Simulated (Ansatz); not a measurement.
Consider Ti$_{3}$SiC$_{2}$ (space group P6_3/mmc, No. 194).

```yaml
crystal:
  lattice:
    - [3.07276, 0.00000, 0.00000]
    - [-1.53638, 2.66109, 0.00000]
    - [0.00000, 0.00000, 17.72285]
  atoms:
    - { symbol: Ti, position: [0.00000, 0.00000, 0.00000] }
    - { symbol: Ti, position: [0.00000, 0.00000, 0.50000] }
    - { symbol: Ti, position: [0.33333, 0.66667, 0.13489] }
    - { symbol: Ti, position: [0.66667, 0.33333, 0.63489] }
    - { symbol: Ti, position: [0.66667, 0.33333, 0.86511] }
    - { symbol: Ti, position: [0.33333, 0.66667, 0.36511] }
    - { symbol: Si, position: [0.00000, 0.00000, 0.25000] }
    - { symbol: Si, position: [0.00000, 0.00000, 0.75000] }
    - { symbol: C, position: [0.33333, 0.66667, 0.57233] }
    - { symbol: C, position: [0.66667, 0.33333, 0.07233] }
    - { symbol: C, position: [0.66667, 0.33333, 0.42767] }
    - { symbol: C, position: [0.33333, 0.66667, 0.92767] }
```

The values are results of PBE (Ansatz, an electronic-structure program), without spin-orbit coupling, not measurements.

Before the change:

| Quantity | Result |
|---|---|
| Volume per atom | 12.08 Å³ |

The change: a hydrostatic pressure of 7.5 GPa.

Question: What does the calculation give for the volume per atom after the change?

Answer: The volume per atom drops by 0.45 Å³, from 12.08 Å³ to 11.63 Å³.

Load acts through the strain it causes; cell and atoms are relaxed under it. No phonon test of stability was made. No other phases were tried under pressure. The final runs are not spin-polarised.
